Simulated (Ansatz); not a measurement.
Ansatz input file:

```yaml
crystal:
  lattice:
    - [2.6582380524, 0.0, 0.0]
    - [0.0, 2.6582380524, 0.0]
    - [0.0, 0.0, 2.6582380524]
  atoms:
    - { symbol: Li, position: [0.0, 0.0, 0.0] }
    - { symbol: H, position: [0.5, 0.5, 0.5] }
basis:
  ecutwfc: 420
kpoints:
  mp_grid: { grid: [10, 10, 10] }
hamiltonian:
  xc: pbe
scf:
  occupations: { method: gaussian, width: 0.02 }
output:
  forces: true
  stress: true
  eigenvalues: true
  populations: true
```

Command:
```bash
ansatz run input.yaml --threads 1 --pin off --max-ram 1331MiB --backend cpu --events-out ev --progress --plain --runs-dir out
```

Method: Ansatz 0.2.0, DFT PBE, scalar-relativistic, plane waves, PAW.

Abridged output (iterations and final results):

```
SCF iter   1: F=—  HF=-220.874673 eV  |F-HF|=—  |Δ(HF+E_count)|=         —  Δρ=4.62e-3  dr2=3.92e-3  ethr=1.77e-3  ⟨swp⟩=5.3  Hψ=2730  notcnv=0
SCF iter   2: F=—  HF=-220.873595 eV  |F-HF|=—  |Δ(HF+E_count)|=   1.08e-3  Δρ=9.63e-4  dr2=1.85e-4  ethr=9.80e-5  ⟨swp⟩=1.9  Hψ=955  notcnv=0
SCF iter   3: F=—  HF=-220.873539 eV  |F-HF|=—  |Δ(HF+E_count)|=   5.69e-5  Δρ=1.34e-4  dr2=2.42e-6  ethr=4.63e-6  ⟨swp⟩=2.3  Hψ=427  notcnv=0
SCF iter   4: F=—  HF=-220.873533 eV  |F-HF|=—  |Δ(HF+E_count)|=   5.77e-6  Δρ=5.03e-5  dr2=4.41e-7  ethr=6.04e-8  ⟨swp⟩=2.0  Hψ=392  notcnv=0
SCF iter   5: F=-220.873533 eV  HF=-220.873533 eV  |F-HF|=8.87e-9  |Δ(HF+E_count)|=   1.69e-7  Δρ=9.57e-6  dr2=1.59e-8  ethr=1.10e-8  ⟨swp⟩=1.1  Hψ=340  notcnv=0
SCF iter   6: F=-220.873533 eV  HF=-220.873533 eV  |F-HF|=8.22e-11  |Δ(HF+E_count)|=   6.01e-9  Δρ=9.18e-7  dr2=1.53e-10  ethr=3.96e-10  ⟨swp⟩=1.8  Hψ=906  notcnv=0
SCF 1 converged in 6 iterations: F = -220.873533 eV  dr2 = 1.53e-10
SCF converged after 6 iterations
Free energy (F): -220.873533 eV
Harris-Foulkes:  -220.873533 eV  (|F-HF|=8.22e-11)
Internal energy: -220.873533 eV  (E = F + TS)
E sigma→0 (E₀):  -220.873533 eV
Fermi energy:    3.231687 eV
--- Per-component energies (eV) ---
  E_band       = -93.053203
  E_kinetic    = 34.551148
  E_local      = -127.972754  (includes V_loc(G=0)·N_el)
  E_nonlocal   = -31.976234
  E_hartree    = 35.497569
  E_xc         = -19.628617
  E_vxc        = -25.323697  (∫ρ·V_xc dr)
  E_paw        = -21.463327  (= ΣΔE_a)
  E_vpaw       = -13.325759  (= ΣTr[D̂ρ^β])
  E_aug_tail   = -0.001042  (compensation charges beyond the density's cutoff)
  E_ewald      = -89.880276
  E_smearing   =  0.000000  (= −TS)
--- Forces (eV/Å), atoms counted from 1 ---
  atom   1  Li     0.00000000     0.00000000     0.00000000
  atom   2  H      0.00000000     0.00000000     0.00000000
--- Stress (GPa, compression-positive) ---
       -4.639309       0.000000       0.000000
        0.000000      -4.639309       0.000000
        0.000000       0.000000      -4.639309
  P = ⅓ Tr σ = -4.6393 GPa (-46.393 kbar)
--- Band table (eV; the first three rows and the last of 56) ---
  k-point 0: bands = ["-44.9780", "-4.8336", "13.5321", "13.8527", "13.8527", "13.8527"]
  k-point 1: bands = ["-44.9753", "-4.6912", "11.2989", "13.8489", "14.0502", "14.0502"]
  k-point 2: bands = ["-44.9683", "-4.2790", "8.4620", "13.6141", "14.6365", "14.6365"]
  k-point 55: bands = ["-44.9000", "2.8470", "8.9551", "8.9551", "8.9551", "11.1990"]
--- Löwdin populations: 2 sites ---
  site symbol q [e]
     0     Li      2.3746
     1      H      1.5599
  spilling = 0.016378 (of n_electrons = 4.000000)
```

Self-consistency was reached.